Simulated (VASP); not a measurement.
**HgS in VASP 6.6.1, single-point calculation**

INCAR

```
NELM = 120
ISIF = 2
NSW = 0
ISMEAR = -1
ENCUT = 520
LWAVE = .FALSE.
NBANDS = 13
LCHARG = .FALSE.
EDIFF = 1E-7
PREC = Accurate
IBRION = -1
LREAL = .FALSE.
LASPH = .TRUE.
SIGMA = 0.02
GGA = PE
```

KPOINTS

```
KPOINTS created by Atomic Simulation Environment
0
Gamma
8 8 8
0 0 0
```

POSCAR

```
Hg S
 1.0000000000000000
     0.0000000000000000    2.8869061985000002    2.8869061985000002
     2.8869061985000002    0.0000000000000000    2.8869061985000002
     2.8869061985000002    2.8869061985000002    0.0000000000000000
 Hg  S
   1   1
Cartesian
  0.0000000000000000  0.0000000000000000  0.0000000000000000
  1.4434530992499999  1.4434530992499999  1.4434530992499999
```

The recommended PBE PAW datasets give the neutral cell 18 valence electrons.

Command

```
mpirun -np 1 vasp_std
```

Q: Predict the outcome of this run.

A: It converged. Results: gap between bands v and c on the k mesh 0.00 eV; least direct gap on the k mesh 0.00 eV; pressure 7.8 GPa. Band v is the last that the valence electrons fill when counted band by band, and c is the next.

OSZICAR

```
N       E                     dE             d eps       ncg     rms          rms(c)
DAV:   1     0.117769802255E+03    0.11777E+03   -0.90317E+03   762   0.126E+03
DAV:   2     0.336198203147E+00   -0.11743E+03   -0.11084E+03   819   0.294E+02
DAV:   3    -0.483962903941E+01   -0.51758E+01   -0.51487E+01   924   0.630E+01
DAV:   4    -0.488090718765E+01   -0.41278E-01   -0.41263E-01   849   0.586E+00
DAV:   5    -0.488145453917E+01   -0.54735E-03   -0.54735E-03   919   0.677E-01    0.118E+01
DAV:   6    -0.443742354275E+01    0.44403E+00   -0.93009E-01  1116   0.153E+01    0.878E+00
DAV:   7    -0.442791376299E+01    0.95098E-02   -0.21153E-01   769   0.387E+00    0.374E+00
DAV:   8    -0.442563875600E+01    0.22750E-02   -0.25614E-02   839   0.244E+00    0.328E-01
DAV:   9    -0.442527777228E+01    0.36098E-03   -0.37611E-03   859   0.109E+00    0.119E-01
DAV:  10    -0.442526772560E+01    0.10047E-04   -0.30218E-04   834   0.268E-01    0.597E-02
DAV:  11    -0.442527500382E+01   -0.72782E-05   -0.33553E-05   839   0.513E-02    0.557E-02
DAV:  12    -0.442529047555E+01   -0.15472E-04   -0.31945E-05   804   0.504E-02    0.354E-02
DAV:  13    -0.442529031075E+01    0.16480E-06   -0.26829E-05   783   0.670E-02    0.282E-02
DAV:  14    -0.442529027904E+01    0.31709E-07   -0.27306E-06   839   0.140E-02    0.165E-02
DAV:  15    -0.442528994280E+01    0.33624E-06   -0.94266E-07   834   0.633E-03    0.921E-03
DAV:  16    -0.442528985301E+01    0.89788E-07   -0.45660E-08   540   0.203E-03
   1 F= -.44252899E+01 E0= -.44252145E+01  d E =-.150703E-03
```

Standard output (part)

```
POSCAR found type information on POSCAR HgS
 POSCAR found :  2 types and       2 ions
 LDA part: xc-table for (Slater+PW92), standard interpolation
 POSCAR, INCAR and KPOINTS ok, starting setup
 WAVECAR not read
 entering main loop
```

For comparison, a separate PBE run of the intended cell, on usual settings and not on those above, gives a gap of 0.00 eV on its mesh and a pressure of 7.7 GPa.
